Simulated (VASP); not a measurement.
# PtS2 (P-3m1) in VASP: settings compared

The runs below take PtS2 through band structure, with HF, PBE.

All numbers are computed with VASP 6.6.1; they aren't measurements. Logs are shortened: lines on timing, memory, paths and dates and some standing lists are left out, and cuts for length are marked.

## 1. The crystal as given

It takes space group P-3m1 (No. 164, trigonal). Conventional cell: a = 3.543 Å, b = 3.543 Å, c = 5.039 Å, α = 90.00°, β = 90.00°, γ = 120.00°. Pt (site symmetry -3m) is surrounded by 6 S at 2.34 Å. Around S (site symmetry 3m) lie 3 Pt at 2.34 Å.

## 2. Band structure, HF

POSCAR

```
PtS2
1.0
    3.5432000000      0.0000000000      0.0000000000
   -1.7716000000      3.0685012107      0.0000000000
    0.0000000000      0.0000000000      5.0388000000
Pt S
1 2
Direct
    0.0000000000      0.0000000000      0.0000000000
    0.6666666667      0.3333333333      0.7730000000
    0.3333333333      0.6666666667      0.2270000000
```

INCAR.step1

```
PREC = Accurate ; ENCUT = 520
EDIFF = 1E-5 ; ISMEAR = -1
SIGMA = 0.05 ; LREAL = False
LASPH = True ; NELM = 80
ALGO = Normal ; ISIF = 2
LWAVE = True ; LCHARG = False
LMAXMIX = 4 ; NBANDS = 18
GGA = PE
```

INCAR.step2

```
PREC = Accurate ; ENCUT = 520
EDIFF = 1E-7 ; ISMEAR = -1
SIGMA = 0.05 ; LREAL = False
LASPH = True ; NELM = 80
ALGO = Normal ; ISIF = 2
LWAVE = False ; LCHARG = False
LMAXMIX = 4 ; GGA = PE
LHFCALC = True ; AEXX = 1.0
ALDAC = 0.0 ; AGGAC = 0.0
PRECFOCK = Fast ; HFRCUT = -1
NBANDS = 18 ; ISTART = 1
```

KPOINTS

```
Automatic mesh
0
Gamma
  5 5 3
```

KPOINTS_OPT

```
path GMKGALHA,LM,KH
8
line-mode
reciprocal
 0.0000000000  0.0000000000  0.0000000000  G
 0.5000000000  0.0000000000  0.0000000000  M

 0.5000000000  0.0000000000  0.0000000000  M
 0.3333333333  0.3333333333  0.0000000000  K

 0.3333333333  0.3333333333  0.0000000000  K
 0.0000000000  0.0000000000  0.0000000000  G

 0.0000000000  0.0000000000  0.0000000000  G
 0.0000000000  0.0000000000  0.5000000000  A

 0.0000000000  0.0000000000  0.5000000000  A
 0.5000000000  0.0000000000  0.5000000000  L

 0.5000000000  0.0000000000  0.5000000000  L
 0.3333333333  0.3333333333  0.5000000000  H

 0.3333333333  0.3333333333  0.5000000000  H
 0.0000000000  0.0000000000  0.5000000000  A

 0.5000000000  0.0000000000  0.5000000000  L
 0.5000000000  0.0000000000  0.0000000000  M

 0.3333333333  0.3333333333  0.0000000000  K
 0.3333333333  0.3333333333  0.5000000000  H
```

Potentials or basis: VASP PAW PBE potentials, release 64 (Pt, S).

Run with:

```sh
> cat potpaw_PBE.64/Pt/POTCAR potpaw_PBE.64/S/POTCAR > POTCAR
> cp INCAR.step1 INCAR
> mpirun -np 1 vasp_std > vasp.out
> cp INCAR.step2 INCAR
> mpirun -np 1 vasp_std > vasp.out
```

OUTCAR:

```text
PREC = Accurate
   ENCUT = 520
   EDIFF = 1E-7
   ISMEAR = -1
   LREAL = False
   LASPH = True
   NELM = 80
   ISIF = 2
   GGA = PE
   LHFCALC = True
   AEXX = 1.0
   PRECFOCK = Fast
   ISTART = 1

 ion  position               nearest neighbor table
   1  0.000  0.000  0.000-   2 2.34   3 2.34   2 2.34   3 2.34   2 2.34   3 2.34
   2  0.667  0.333  0.773-   1 2.34   1 2.34   1 2.34
   3  0.333  0.667  0.227-   1 2.34   1 2.34   1 2.34

  LATTYP: Found a hexagonal cell.
 ALAT       =     3.5432000000
 C/A-ratio  =     1.4221043125

  Lattice vectors:

 A1 = (   3.5432000000,   0.0000000000,   0.0000000000)
 A2 = (  -1.7716000000,   3.0685012107,   0.0000000000)
 A3 = (   0.0000000000,   0.0000000000,   5.0388000000)

Analysis of symmetry for initial positions (statically):
=====================================================================
 Subroutine PRICEL returns:
 Original cell was already a primitive cell.

 Routine SETGRP: Setting up the symmetry group for a
 hexagonal supercell.

 Subroutine GETGRP returns: Found 12 space group operations
 (whereof 12 operations were pure point group operations)
 out of a pool of 24 trial point group operations.

The static configuration has the point symmetry D_3d.

Analysis of symmetry for dynamics (positions and initial velocities):
=====================================================================
 Subroutine PRICEL returns:
 Original cell was already a primitive cell.

 Routine SETGRP: Setting up the symmetry group for a
 hexagonal supercell.

 Subroutine GETGRP returns: Found 12 space group operations
 (whereof 12 operations were pure point group operations)
 out of a pool of 24 trial point group operations.

The dynamic configuration has the point symmetry D_3d.

 Subroutine INISYM returns: Found 12 space group operations
 (whereof 12 operations are pure point group operations),
 and found     1 'primitive' translations

----------------------------------------------------------------------------------------

                                     Primitive cell

  volume of cell :      54.7834

  direct lattice vectors                    reciprocal lattice vectors
     3.543200000  0.000000000  0.000000000     0.282230752  0.162946001  0.000000000
    -1.771600000  3.068501211  0.000000000     0.000000000  0.325892001  0.000000000
     0.000000000  0.000000000  5.038800000     0.000000000  0.000000000  0.198459951

  length of vectors
     3.543200000  3.543200000  5.038800000     0.325892001  0.325892001  0.198459951

  position of ions in fractional coordinates (direct lattice)
     0.000000000  0.000000000  0.000000000
     0.666666667  0.333333333  0.773000000
     0.333333333  0.666666667  0.227000000

  ion indices of the primitive-cell ions
   primitive index   ion index
                 1           1
                 2           2
                 3           3

----------------------------------------------------------------------------------------

 KPOINTS: Automatic mesh

Automatic generation of k-mesh.
 Grid dimensions read from file:
 generate k-points for:    5    5    3

 Generating k-lattice:

  Cartesian coordinates                     Fractional coordinates (reciprocal lattice)
     0.056446150  0.032589200  0.000000000     0.200000000 -0.000000000  0.000000000
     0.000000000  0.065178400  0.000000000     0.000000000  0.200000000  0.000000000
     0.000000000  0.000000000  0.066153317     0.000000000  0.000000000  0.333333333

  Length of vectors
     0.065178400  0.065178400  0.066153317

  Shift w.r.t. Gamma in fractional coordinates (k-lattice)
     0.000000000  0.000000000  0.000000000

 Subroutine IBZKPT returns following result:
 ===========================================

 Found     12 irreducible k-points:

 Following reciprocal coordinates:
            Coordinates               Weight
  0.000000  0.000000  0.000000      1.000000
  0.200000  0.000000  0.000000      6.000000
  0.400000  0.000000  0.000000      6.000000
  0.200000  0.200000  0.000000      6.000000
  0.400000  0.200000  0.000000      6.000000
  0.000000  0.000000  0.333333      2.000000
  0.200000  0.000000  0.333333      6.000000
  0.000000  0.200000  0.333333      6.000000
  0.400000  0.000000  0.333333      6.000000
  0.000000  0.400000  0.333333      6.000000
  0.200000  0.200000  0.333333     12.000000
  0.400000  0.200000  0.333333     12.000000
   k-points           NKPTS =     12   k-points in BZ     NKDIM =     75   number of bands    NBANDS=     18
   number of dos      NEDOS =    301   number of ions     NIONS =      3
   total plane-waves  NPLWV =  31360
   dimension x,y,z NGX =    28 NGY =   28 NGZ =   40
   dimension x,y,z NGXF=    56 NGYF=   56 NGZF=   80
   ions per type =               1   2
   NGX,Y,Z   is equivalent  to a cutoff of  13.14, 13.14, 13.20 a.u.
   NGXF,Y,Z  is equivalent  to a cutoff of  26.28, 26.28, 26.39 a.u.
 SYSTEM =  unknown system
[... 69 lines left out ...]
 cond. band min:      12.0585167950   @ k =   0.0000   0.2000   0.3333
 fundamental gap:      7.3645642765
 Fermi energy:         5.7730011485

 k-point     1 :       0.0000    0.0000    0.0000
  band No.  band energies     occupation
      1     -17.2389      2.00000
      2     -12.8162      2.00000
      3      -6.2034      2.00000
      4      -5.3329      2.00000
      5      -5.3329      2.00000
      6      -2.8138      2.00000
[... 10 lines left out ...]
     17      20.2061      0.00000
     18      25.0612      0.00000

 k-point     2 :       0.2000    0.0000    0.0000
  band No.  band energies     occupation
      1     -16.5298      2.00000
      2     -13.2305      2.00000
      3      -5.6420      2.00000
      4      -5.1459      2.00000
      5      -4.7209      2.00000
      6      -3.2323      2.00000
[... 10 lines left out ...]
     17      21.8742      0.00000
     18      21.9503      0.00000

 k-point     3 :       0.4000    0.0000    0.0000
  band No.  band energies     occupation
      1     -14.9583      2.00000
      2     -13.8998      2.00000
      3      -6.1495      2.00000
      4      -4.0885      2.00000
      5      -3.9334      2.00000
      6      -3.0144      2.00000
[... 10 lines left out ...]
     17      20.7250      0.00000
     18      23.3639      0.00000

 k-point     4 :       0.2000    0.2000    0.0000
  band No.  band energies     occupation
      1     -15.3645      2.00000
      2     -13.7235      2.00000
      3      -5.2153      2.00000
      4      -4.7998      2.00000
      5      -4.3391      2.00000
      6      -3.6331      2.00000
[... 10 lines left out ...]
     17      21.7950      0.00000
     18      22.5985      0.00000

 k-point     5 :       0.4000    0.2000    0.0000
  band No.  band energies     occupation
      1     -14.2615      2.00000
      2     -14.1490      2.00000
      3      -5.9138      2.00000
      4      -4.5520      2.00000
      5      -4.1207      2.00000
      6      -3.0683      2.00000
[... 10 lines left out ...]
     17      22.5937      0.00000
     18      23.0622      0.00000

 k-point     6 :       0.0000    0.0000    0.3333
  band No.  band energies     occupation
      1     -16.9389      2.00000
      2     -13.5845      2.00000
      3      -5.3182      2.00000
      4      -5.3182      2.00000
      5      -5.2473      2.00000
      6      -2.8465      2.00000
[... 55 lines left out ...]
 k-point     9 :       0.4000    0.0000    0.3333
  band No.  band energies     occupation
      1     -14.7255      2.00000
      2     -14.1274      2.00000
      3      -6.3299      2.00000
      4      -4.0226      2.00000
      5      -3.7963      2.00000
      6      -3.1428      2.00000
[... 10 lines left out ...]
     17      22.4438      0.00000
     18      22.5985      0.00000

 k-point    10 :       0.0000    0.4000    0.3333
  band No.  band energies     occupation
      1     -14.9301      2.00000
      2     -13.8505      2.00000
      3      -6.5374      2.00000
      4      -4.0510      2.00000
      5      -3.8891      2.00000
      6      -3.3010      2.00000
[... 10 lines left out ...]
     17      22.4831      0.00000
     18      22.8988      0.00000

 k-point    11 :       0.2000    0.2000    0.3333
  band No.  band energies     occupation
      1     -15.1236      2.00000
      2     -13.9951      2.00000
      3      -5.6018      2.00000
      4      -4.9036      2.00000
      5      -3.9741      2.00000
      6      -3.5112      2.00000
[... 10 lines left out ...]
     17      21.3457      0.00000
     18      22.7707      0.00000

 k-point    12 :       0.4000    0.2000    0.3333
  band No.  band energies     occupation
      1     -14.3360      2.00000
      2     -14.0138      2.00000
      3      -6.1254      2.00000
      4      -4.7732      2.00000
      5      -3.8221      2.00000
      6      -3.0144      2.00000
[... 10 lines left out ...]
     17      21.7101      0.00000
     18      22.4854      0.00000

------------------------ aborting loop because EDIFF is reached ----------------------------------------

  FORCE on cell =-STRESS in cart. coord.  units (eV):
  Direction    XX          YY          ZZ          XY          YZ          ZX
  --------------------------------------------------------------------------------------
  -------------------------------------------------------------------------------------
  Total        2.9027952      2.9027952      5.1261112     -0.0000000     -0.0000000      0.0000000
  in kB       84.8941754     84.8941754    149.9165304     -0.0000000     -0.0000000      0.0000000
  external PRESSURE =     106.5682938 kB  Pullay stress =       0.0000000 kB

 VOLUME and BASIS-vectors are now :
 -----------------------------------------------------------------------------
  energy-cutoff  :      520.00
  volume of cell :       54.78
      direct lattice vectors                 reciprocal lattice vectors
     3.543200000  0.000000000  0.000000000     0.282230752  0.162946001  0.000000000
    -1.771600000  3.068501211  0.000000000     0.000000000  0.325892001  0.000000000
     0.000000000  0.000000000  5.038800000     0.000000000  0.000000000  0.198459951

 POSITION                                       TOTAL-FORCE (eV/Angst)
 -----------------------------------------------------------------------------------
      0.00000      0.00000      0.00000         0.000000      0.000000      0.000000
      1.77160      1.02283      3.89499        -0.000000      0.000000     -1.088831
     -0.00000      2.04567      1.14381         0.000000     -0.000000      1.088831
 -----------------------------------------------------------------------------------
    total drift:                                0.000000      0.000000     -0.000000

  FREE ENERGIE OF THE ION-ELECTRON SYSTEM (eV)
  ---------------------------------------------------
  free  energy   TOTEN  =       -31.0813352608 eV

  energy  without entropy=      -31.0813352608  energy(sigma->0) =      -31.08133526
```

Wall time 36 min (1 thread of Intel Xeon Platinum 8488C (Sapphire Rapids), shared host); peak memory 0.2 GiB.

What came out:

| Quantity | Value |
| --- | --- |
| Free energy | -31.0813 eV |
| Pressure | 10.7 GPa |
| Largest force | 1.089 eV/Å |
| Band gap on the k mesh | 7.36 eV, indirect (least direct gap 8.22 eV) |
| Band gap along the path | 7.14 eV, indirect (least direct gap 8.02 eV) |

Forces on the atoms (eV/Å):
```
Pt   0.000  0.000  0.000
S    0.000  0.000 -1.089
S    0.000  0.000  1.089
```

Levels at the corners of the path, in eV from the valence-band top:
```tsv
point	band 9	band 10	band 11	band 12	band 13	band 14
Γ	-1.44	-1.44	0.00	8.81	8.81	11.25
M	-4.74	-4.31	-4.08	8.25	9.73	12.50
M	-4.74	-4.31	-4.08	8.25	9.73	12.50
K	-3.59	-3.59	-3.59	7.33	7.33	12.73
K	-3.59	-3.59	-3.59	7.33	7.33	12.73
Γ	-1.44	-1.44	0.00	8.81	8.81	11.25
Γ	-1.44	-1.44	0.00	8.81	8.81	11.25
A	-2.72	-1.65	-1.65	9.61	9.61	12.28
A	-2.72	-1.65	-1.65	9.61	9.61	12.28
L	-4.95	-4.31	-2.15	8.51	9.18	12.52
L	-4.95	-4.31	-2.15	8.51	9.18	12.52
H	-4.80	-4.39	-4.39	8.92	8.92	15.19
H	-4.80	-4.39	-4.39	8.92	8.92	15.19
A	-2.72	-1.65	-1.65	9.61	9.61	12.28
L	-4.95	-4.31	-2.15	8.51	9.18	12.52
M	-4.74	-4.31	-4.08	8.25	9.73	12.50
K	-3.59	-3.59	-3.59	7.33	7.33	12.73
H	-4.80	-4.39	-4.39	8.92	8.92	15.19
```

Caveat: the PAW data sets were made with another functional, which shifts forces and pressure a little; spin-orbit coupling is left out, which moves the levels of the heavy elements; the mesh misses the band edges, which the band path finds closer together.

## 3. Band structure, PBE

INCAR

```
PREC = Accurate
ENCUT = 500
EDIFF = 1E-6
ISMEAR = -1
SIGMA = 0.05
LREAL = False
LASPH = True
NELM = 100
ALGO = Fast
ISIF = 2
LWAVE = False
LCHARG = False
LMAXMIX = 4
GGA = PE
```

KPOINTS

```
regular mesh
0
Gamma
  9 9 5
```

POSCAR is that of step 2.

Edit KPOINTS_OPT of step 2 so:

```diff
@@ -1,3 +1,3 @@
 path GMKGALHA,LM,KH
-8
+10
 line-mode
```

Potentials or basis: VASP PAW PBE potentials, release 64 (Pt, S).

Run with:

```sh
> cat potpaw_PBE.64/Pt/POTCAR potpaw_PBE.64/S/POTCAR > POTCAR
> mpirun -np 1 vasp_std > vasp.out
```

Wall time 32 s (1 thread of Intel Xeon 6975P-C (Granite Rapids), shared host); peak memory 0.22 GiB.

Results (log left out):

- Free energy: -15.2713 eV
- Pressure: 11.1 GPa
- Largest force: 1.211 eV/Å
- Band gap on the k mesh: 1.03 eV, indirect (least direct gap 1.08 eV)
- Band gap along the path: 1.02 eV, indirect (least direct gap 1.58 eV)

Forces in eV/Å, atoms in the order of the input:
```
Pt   0.000  0.000  0.000
S    0.000  0.000 -1.211
S    0.000  0.000  1.211
```

Stress tensor (GPa, compression positive):
```
11.57  0.00  0.00
 0.00 11.57  0.00
 0.00  0.00 10.07
```

Levels at the corners of the path, in eV from the valence-band top:
```
point  band 9  band 10  band 11  band 12  band 13  band 14
    Γ   -1.11    -1.11    -0.09     2.49     2.49     4.83
    M   -3.19    -2.97    -2.32     1.82     2.87     5.56
    M   -3.19    -2.97    -2.32     1.82     2.87     5.56
    K   -2.66    -1.46    -1.46     1.08     1.08     5.73
    K   -2.66    -1.46    -1.46     1.08     1.08     5.73
    Γ   -1.11    -1.11    -0.09     2.49     2.49     4.83
    Γ   -1.11    -1.11    -0.09     2.49     2.49     4.83
    A   -1.30    -1.30    -0.89     2.96     2.96     5.51
    A   -1.30    -1.30    -0.89     2.96     2.96     5.51
    L   -3.07    -2.69    -1.35     2.12     2.40     5.42
    L   -3.07    -2.69    -1.35     2.12     2.40     5.42
    H   -3.51    -1.85    -1.85     2.26     2.26     7.29
    H   -3.51    -1.85    -1.85     2.26     2.26     7.29
    A   -1.30    -1.30    -0.89     2.96     2.96     5.51
    L   -3.07    -2.69    -1.35     2.12     2.40     5.42
    M   -3.19    -2.97    -2.32     1.82     2.87     5.56
    K   -2.66    -1.46    -1.46     1.08     1.08     5.73
    H   -3.51    -1.85    -1.85     2.26     2.26     7.29
```

Caveat: spin-orbit coupling is left out, which moves the levels of the heavy elements; forces of over 1 eV/Å show positions far from the minimum, so gaps and moduli don't describe the material at rest. As with any semilocal functional, this PBE gap is likely too small.

## 4. For comparison

An earlier run on the cell as given: functional PBEsol; potentials or basis VASP PAW PBE potentials, release 64 (Pt, S); cutoff 520 eV; k mesh 9 × 9 × 5; occupations fermi-dirac, width 0.05 eV; no spin polarisation.

* Pressure: 6.1 GPa
* Largest force: 0.930 eV/Å
* Band gap on the k mesh: 0.96 eV, indirect (least direct gap 1.00 eV)

## 5. The runs side by side

```csv
task,level,k mesh,cutoff (eV),grid for exact exchange (PRECFOCK),exchange at q = 0,ladder,gap on the mesh (eV),pressure (GPa),largest force (eV/Å)
band structure,HF,5 × 5 × 3,520,Fast,truncated,-,7.36,10.7,1.09
band structure,PBE,9 × 9 × 5,500,-,-,-,1.03,11.1,1.21
single point,PBEsol,9 × 9 × 5,520,-,-,free,0.96,6.1,0.93
```

Alike in all rows: potentials or basis VASP PAW PBE potentials, release 64 (Pt, S); no spin polarisation; cell as given; smearing fermi-dirac 0.05 eV.

On the cell as given the gap runs from 0.96 eV (PBEsol) to 7.14 eV (HF); the meshes differ, which moves gaps too. The pressure there spans 6.1 GPa (PBEsol) to 11.1 GPa (PBE); a positive pressure means that this level wants a larger cell, a negative one a smaller.

Caveats: spin-orbit coupling is left out, which moves the levels of the heavy elements; the PAW data sets were made with another functional, which shifts forces and pressure a little (some runs); the mesh misses the band edges, which the band path finds closer together (some runs); forces of over 1 eV/Å show positions far from the minimum, so gaps and moduli don't describe the material at rest (some runs); an odd mesh through Γ misses points on the zone boundary, where band edges often lie (some runs).

Total energies depend on the potentials used, so only differences within one code and one set of settings carry meaning.
